Q: I need the band gap of PbS for an infrared detector, and I have twelve functionals to choose from. Which gives the widest gap?

Band gaps of PbS (Fm-3m, 2-atom cell, same geometry in every row) from Kohn-Sham DFT in GPAW 26.7.0, with PAW, plane waves up to 600 eV, a 6 × 6 × 6 k-point mesh and Fermi-Dirac smearing of 0.05 eV. The gaps are taken along a path through special points and include spin-orbit coupling, which was added after the self-consistent calculation.

```tsv
functional	potentials	gap on path (eV)	direct gap on path (eV)
PBE	GPAW-PAW-data-sets-(gpaw-data-1.2.1)	0.355	0.355
PBEsol	PAW-data-sets-made-by gpaw-setup-for-the-functional	0.442	0.442
RPBE	GPAW-PAW-data-sets-(gpaw-data-1.2.1)	0.283	0.283
r2SCAN	GPAW-PAW-data-sets-(gpaw-data-1.2.1)	0.120	0.120
C09-vdW	GPAW-PAW-data-sets-(gpaw-data-1.2.1)	0.406	0.406
SCAN	GPAW-PAW-data-sets-(gpaw-data-1.2.1)	0.243	0.243
SOGGA	PAW-data-sets-made-by gpaw-setup-for-the-functional	0.446	0.446
TASK	GPAW-PAW-data-sets-(gpaw-data-1.2.1)	0.432	0.432
TPSS	GPAW-PAW-data-sets-(gpaw-data-1.2.1)	0.294	0.294
optPBE-vdW	GPAW-PAW-data-sets-(gpaw-data-1.2.1)	0.303	0.303
r4SCAN	GPAW-PAW-data-sets-(gpaw-data-1.2.1)	0.070	0.070
revTPSS	GPAW-PAW-data-sets-(gpaw-data-1.2.1)	0.318	0.318
```

A: SOGGA, with 0.446 eV, though PBEsol is so close that I wouldn't rank the two. r4SCAN is at the bottom with 0.070 eV. All the gaps are direct, and the atoms sit in the same places in every row, so the spread comes from the electronic treatment. Before you choose, ask what a wide gap means here: the number doesn't tell you which state is which.

The same runs also give the gap before spin-orbit coupling is added, and there, TASK apart, the order is almost reversed. SOGGA then has the narrowest gap, 0.20 eV, while r4SCAN has 0.71 eV. So coupling widens the gap in one row and nearly closes it in another, which looks odd until you follow the two edge levels separately.

Q: What does the coupling do to them?

A: Both edges lie at the L point, where the zone boundary cuts the [111] direction. The empty edge is mainly the Pb 6p orbital that points along this axis; the two perpendicular 6p orbitals lie higher. Spin-orbit coupling mixes the three, and level repulsion pushes the lowest one down. The filled edge is made mainly of S 3p and Pb 6s. Sulfur is light, an s orbital has no spin-orbit splitting, and symmetry keeps Pb 6p out of this state, so it should hardly move.

That picture is theory, but two runs let us watch it happen, because their band edges with coupling are known. In RPBE one level stays where the filled edge was, to about 1 meV. The other drops by 0.60 eV, although the gap it had to cross was only 0.40 eV. The 6p level has therefore passed below the old filled edge, and in this calculation the bands are inverted. optPBE-vdW behaves in the same way.

Q: Can I turn that into a formula?

A: Call the gap without coupling $E_0$ and the fall of the 6p level $S$. The signed gap is
$$E = E_0 - S,$$
and the table prints its size, $|E|$, as long as both edges stay at L. The two levels have opposite parity at L, so they can cross there without repelling each other. Once $S$ exceeds $E_0$, a larger $E_0$ gives a smaller printed gap. That is why the order turns round.

For a rough value of $S$, I took the average over the six GGA and van der Waals functionals, treating all six as inverted; it is 0.66 eV. Try it on r2SCAN, which wasn't part of that average: $0.566 - 0.662 = -0.096$ eV, so the printed gap should be about 0.10 eV, and the table has 0.120 eV. The other meta-GGAs show the limits of a single constant. SCAN is missed by 0.13 eV, and for r4SCAN it gives normal order, a doubtful case that I take up below. The output below gives every row.

Q: Then why does $E_0$ differ so much between functionals?

A: Here I can argue, but the table can't prove it. RPBE rewards strong density gradients more than PBE does, and its $E_0$ is larger, 0.40 against 0.31 eV. SOGGA and PBEsol reward them less and have the smallest values, though these two rows also take their PAW data sets from a different source than the others. Meta-GGAs also use the kinetic energy density, so their potential can act differently on filled and empty orbitals and open the gap further.

How strongly they use it seems to matter more than the rung itself. TPSS and revTPSS stay among the GGAs, the SCAN family lies above them, and TASK, which was built for a strong dependence, reaches 1.34 eV.

Q: With such a large $E_0$, shouldn't TASK be the most extreme case? It prints 0.432 eV, almost the same as PBEsol.

A: The two numbers are alike, but the states behind them are not. To be inverted, TASK would need a shift of $1.344 + 0.432 = 1.776$ eV, far beyond any other row. Its Fermi level with coupling also points to normal order, if we assume that it lies at midgap and that the filled edge stays put. So TASK has an ordinary gap that coupling has narrowed, whereas PBEsol has an inverted one. Even then its shift is 0.91 eV, well above the average, and I can't say why. In the meta-GGA runs the spin-orbit term leaves out the exchange-correlation potential, but no run isolates what that does.

Q: Which digits can I trust?

A: Neither the third decimal nor the second, and in one row not even the sign. For RPBE the k-point mesh gives a coupled gap 0.08 eV smaller than the path does, although both contain the L point. A different number of bands in the coupling step might explain it, but that is a guess. TASK's Fermi level suggests a gap of about 0.54 eV on the mesh, so SOGGA's first place isn't safe either.

For r4SCAN such an offset is larger than the whole gap. Its Fermi level suggests normal order on the mesh, by about 0.02 eV, while the offset between path and mesh matches the other rows only if the path gap is inverted. The average shift would fit the path gap better with normal order, but that clue is weak, since SCAN also needs a shift well above the average. On the path, inverted order is therefore the likelier one, though not certain. The runs with r2SCAN, SCAN and r4SCAN also carry a warning that their small gaps may close between the mesh points. Read r4SCAN as a gap that is nearly closed.

Q: PBE gives 0.355 eV, and I remember a measured gap of roughly 0.3 eV in the cold and 0.4 eV at room temperature. May I use PBE for my detector?

A: No, because the agreement is accidental. Real PbS has the normal order, and the PBE row most likely has the inverted one. A change that raises the 6p level relative to the filled edge would widen the real gap but narrow the calculated one. You would predict that the detector's cutoff wavelength shifts the wrong way, even though the starting value looks right.

Q: What would have to change to put the order right?

A: Either a larger $E_0$ or a smaller $S$, and there is reason to doubt the computed values of both. Semilocal functionals usually make gaps too small, and these runs carry a warning that their spin-orbit splittings are too wide. A crude two-level estimate for the Pb 6p shell also gives a few tenths of an eV, less than the computed fall, though it is good only for the order of magnitude.

Suppose the true shift were half as large. PBE would then sit almost exactly at the crossing, SOGGA would still be inverted by 0.12 eV, and r4SCAN would have a normal gap of 0.32 eV. The functional with the smallest printed gap would overtake most of the others. So before you compare gaps in a lead salt, find out which level is the Pb 6p one; only then does a wider gap tell you anything about the material.

Printed output of the fit:

```
Gaps in eV:
         row  scalar gap  signed gap with coupling  shift by coupling  percent of shift that closes the gap  signed gap at half the shift
         PBE      0.3097                    -0.355             0.6647                                 46.59                      -0.02264
      PBEsol      0.2028                    -0.442             0.6448                                 31.45                       -0.1196
        RPBE      0.4032                    -0.283             0.6862                                 58.76                       0.06009
      r2SCAN      0.5656                     -0.12             0.6856                                  82.5                        0.2228
     C09-vdW      0.2377                    -0.406             0.6437                                 36.93                      -0.08415
        SCAN      0.5472                    -0.243             0.7902                                 69.25                        0.1521
       SOGGA      0.1974                    -0.446             0.6434                                 30.69                       -0.1243
        TASK       1.344                     0.432             0.9116                                 147.4                        0.8878
        TPSS      0.3139                    -0.294             0.6079                                 51.64                       0.00995
  optPBE-vdW      0.3862                    -0.303             0.6892                                 56.04                       0.04161
      r4SCAN      0.7079                     -0.07             0.7779                                    91                        0.3189
     revTPSS      0.2656                    -0.318             0.5836                                 45.51                      -0.02621
fit of shift on 6 rows (gga > 0): constant 0.662 +/- 0.0088; rms 0.0196, worst optPBE-vdW -0.0272, leave-one-out rms 0.0235
  rows outside the fit (model, value, miss): r2SCAN 0.662, 0.6856, -0.0236; SCAN 0.662, 0.7902, -0.128; TASK 0.662, 0.9116, -0.25; TPSS 0.662, 0.6079, 0.0541; r4SCAN 0.662, 0.7779, -0.116; revTPSS 0.662, 0.5836, 0.0784
Spread of the shift in the six GGA and vdW rows if inverted (eV): 0.04576
Spread of the shift in the same rows if not inverted (eV): 0.3687
Rank correlation of scalar and printed gap without TASK: -0.9818
RPBE upper edge with coupling less scalar valence top (eV): 0.001289
RPBE fall of the scalar conduction edge (eV): 0.6027
optPBE-vdW upper edge with coupling less scalar valence top (eV): 0.00134
optPBE-vdW fall of the scalar conduction edge (eV): 0.6071
RPBE path gap less mesh gap with coupling (eV): 0.0822
r4SCAN signed mesh gap from the Fermi level (eV): 0.02384
TASK signed mesh gap from the Fermi level (eV): 0.5359
Smallest extra shift on the path against the mesh in nine rows (eV): 0.08004
Largest extra shift on the path against the mesh in nine rows (eV): 0.1039
Scalar gap of RPBE less that of PBEsol (eV): 0.2004
Crude two-level fall of the Pb 6p edge (eV, order of magnitude only): 0.2929
```
